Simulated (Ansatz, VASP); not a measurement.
# One calculation of Sc, two programs

```
Sc
1.0
     0.00000    2.32685    2.32685
     2.32685    0.00000    2.32685
     2.32685    2.32685    0.00000
Sc
1
Direct
  0.00000 0.00000 0.00000
```

This isn't the form of Sc at room conditions, which is hcp.

Alike in both runs: task single point; functional PBE; k mesh 6 × 6 × 6; occupations gaussian, width 0.1 eV; no spin polarisation.

|  | VASP | Ansatz |
| --- | --- | --- |
| version | VASP 6.6.1 | Ansatz 0.2.0 |
| potentials or method | VASP PAW PBE potentials, release 64 (Sc_sv) | scalar-relativistic, plane waves, PAW |
| plane-wave cutoff (eV) | 520 | 420 |
| valence electrons in the cell | 11 | 11 |

|  | VASP | Ansatz | Ansatz less VASP |
| --- | --- | --- | --- |
| gap on the k mesh at the Fermi level (eV) | none | none | - |
| pressure (GPa) | -1.0 | -1.0 | -0.03 |

A gap of «none» marks a metal or a gap that the smearing closes.

Caveats: the k mesh is coarse (spacing up to 0.39 Å⁻¹), so the values aren't converged.
